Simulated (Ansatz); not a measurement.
AlAu:

```xyz
2
Lattice="3.2239 0.0000 0.0000 0.0000 3.2239 0.0000 0.0000 0.0000 3.2239" Properties=species:S:1:pos:R:3 pbc="T T T"
Au    1.6120    1.6120    1.6120
Al    0.0000    0.0000    0.0000
```

The cell comes from a database or a generator and needn't be the stable form of this composition.

* Program: Ansatz 0.2.0
* Task: relaxation of cell and atoms
* Functional: HSE06
* Potentials or basis: Ansatz PAW
* Cutoff: 420 eV (not typed: the program's choice for these potentials)
* k mesh: 4 × 4 × 4
* Occupations: fermi-dirac, width 0.05 eV
* Spin: no spin polarisation

At the start: volume 16.75 Å³/atom.

Q: Where does the relaxation end?

A: It ends after 5 steps and the volume is 16.00 Å³/atom (-4.5 %); space group Pm-3m (No. 221, to 0.05 Å).

The path:
```
step  energy change (eV)  largest force (eV/Å)  volume (Å³)
   1              0.0000                0.0000        33.51
   2             -0.0306                0.0000        32.14
   3             -0.0310                0.0000        31.98
   4             -0.0310                0.0000        31.99
   5             -0.0301                0.0000        31.99
```

Final structure:
```
Au Al
1.0
     3.17450    0.00000    0.00000
     0.00000    3.17450    0.00000
     0.00000    0.00000    3.17450
Au Al
1 1
Direct
  0.50000 0.50000 0.50000
  0.00000 0.00000 0.00000
```

Caveat: the k mesh is coarse (spacing up to 0.49 Å⁻¹), so the values aren't converged, least of all with exact exchange; the plane-wave basis is chosen anew once the cell has moved, so the energies of steps on either side of that aren't comparable; the PAW data sets come from PBE, with cores solved anew for the run's functional, which leaves a small shift of forces and pressure.
